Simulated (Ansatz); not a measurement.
Relativity in CuI

```yaml
crystal:
  lattice:
    - [0.00000, 3.03952, 3.03952]
    - [3.03952, 0.00000, 3.03952]
    - [3.03952, 3.03952, 0.00000]
  atoms:
    - { symbol: Cu, position: [0.00000, 0.00000, 0.00000] }
    - { symbol: I, position: [0.25000, 0.25000, 0.25000] }
```

Atom numbers follow the list: Cu1, I2.

The structure comes from a relaxation in the same program, started in the zincblende type, and has space group F-43m. Whether it is a known phase or the ground state wasn't checked.

One fixed cell is solved with PBE by frozen-core PAW in Ansatz 0.2.0 under different relativistic treatments. Pressure is positive in compression.

Settings: a Γ-centred 12×12×12 k mesh, Fermi–Dirac smearing of 0.05 eV, cutoff 420 eV, no spin polarisation.

| setting | P (GPa) | gap over the k mesh and a high-symmetry path (eV) | lowest level at Γ above −25 eV, from the valence-band top or, without a gap, the Fermi level (eV) |
| --- | --- | --- | --- |
| scalar-relativistic | 0.00 | 1.10 | -13.99 |
| with spin–orbit coupling | 0.06 | ? | ? |

**Question.** What belongs in the row "with spin–orbit coupling", column "gap over the k mesh and a high-symmetry path (eV)"?

**Answer.** 0.95.

**Question.** Give the missing entry: row "with spin–orbit coupling", column "lowest level at Γ above −25 eV, from the valence-band top or, without a gap, the Fermi level (eV)".

**Answer.** -14.13.
